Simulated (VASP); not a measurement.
# MoSe2: relaxation of cell and atoms with rev-vdW-DF2

MoSe2:

```
CELL_PARAMETERS angstrom
3.28800 0.00000 0.00000
-1.64400 2.84749 0.00000
0.00000 0.00000 12.90000
ATOMIC_POSITIONS crystal
Mo 0.33333 0.66667 0.25000
Mo 0.66667 0.33333 0.75000
Se 0.33333 0.66667 0.62500
Se 0.66667 0.33333 0.12500
Se 0.33333 0.66667 0.87500
Se 0.66667 0.33333 0.37500
```

| Quantity | Value |
| --- | --- |
| Program | VASP 6.6.1 |
| Task | relaxation of cell and atoms |
| Functional | rev-vdW-DF2 |
| Potentials or basis | VASP PAW PBE potentials, release 64 (Mo_sv, Se) |
| Cutoff | 600 eV |
| k mesh | 9 × 9 × 2 |
| Occupations | gaussian, width 0.03 eV |
| Spin | no spin polarisation |
| Further INCAR settings | ALGO = Normal; EDIFF = 1e-06; IBRION = 2; EDIFFG = -0.01; NSW = 90; ISIF = 3 |

```
Relaxed volume                         : 20.53 Å³/atom
Relaxed cell                           : a = 3.304 Å, b = 3.304 Å, c = 13.032 Å, α = 90.00°, β = 90.00°, γ = 120.00°
Space group after relaxing (to 0.05 Å) : P6_3/mmc (No. 194)
Energy gained by relaxing              : 28.6 meV/atom
Ionic steps                            : 16
Pressure after relaxing                : 0.0 GPa
Largest force after relaxing           : 0.006 eV/Å
Band gap on the k mesh                 : 0.91 eV, indirect (least direct gap 1.41 eV)
```

Forces on the atoms (eV/Å):
```
Mo   0.000  0.000  0.000
Mo   0.000  0.000  0.000
Se   0.000  0.000 -0.006
Se   0.000  0.000 -0.006
Se   0.000  0.000  0.006
Se   0.000  0.000  0.006
```

Step by step:
| step | energy change (eV) | largest force (eV/Å) | pressure (GPa) | volume (Å³) |
| --- | --- | --- | --- | --- |
| 1 | 0.0000 | 1.2472 | 6.75 | 120.78 |
| 2 | 0.4134 | 1.6481 | -10.99 | 136.18 |
| 3 | -0.1638 | 0.0518 | -0.78 | 125.79 |
| 4 | -0.1641 | 0.0969 | -0.49 | 125.57 |
| 5 | -0.1641 | 0.1171 | -0.38 | 125.48 |
| 6 | -0.1688 | 0.0645 | -0.01 | 124.66 |
| 7 | -0.1689 | 0.0539 | 0.07 | 124.49 |
| 8 | -0.1693 | 0.0080 | -0.20 | 124.57 |
| 9 | -0.1694 | 0.0019 | -0.26 | 124.58 |
| 10 | -0.1696 | 0.0025 | -0.25 | 124.51 |
| 11 | -0.1702 | 0.0023 | -0.25 | 124.30 |
| 12 | -0.1712 | 0.0035 | -0.17 | 123.87 |
| 13 | -0.1717 | 0.0054 | -0.06 | 123.00 |
| 14 | -0.1717 | 0.0048 | -0.09 | 123.24 |
| 15 | -0.1717 | 0.0130 | 0.07 | 123.12 |
| 16 | -0.1718 | 0.0057 | 0.00 | 123.17 |

Final structure:
```
Mo Se
1.0
     3.30359    0.00000    0.00000
    -1.65179    2.86099    0.00000
     0.00000    0.00000   13.03158
Mo Se
2 4
Direct
  0.33333 0.66667 0.25000
  0.66667 0.33333 0.75000
  0.33333 0.66667 0.62133
  0.66667 0.33333 0.12133
  0.33333 0.66667 0.87867
  0.66667 0.33333 0.37867
```

Levels at points of the mesh, in eV from the valence-band top:
```tsv
k point	band 24	band 25	band 26	band 27	band 28	band 29
(0.00, 0.00, 0.00)	-1.06	-0.79	0.00	2.47	2.47	2.53
(0.00, 0.00, 0.50)	-1.46	-0.18	-0.18	2.48	2.48	2.48
```

Wall time 31 min on 2 MPI ranks on Intel(R) Xeon(R) Platinum 8488C (Sapphire Rapids) (shared host), peak memory 0.75 GiB a rank.

Caveat: the PAW data sets were made with another functional, which shifts forces and pressure a little; an odd mesh through Γ misses points on the zone boundary, where band edges often lie.
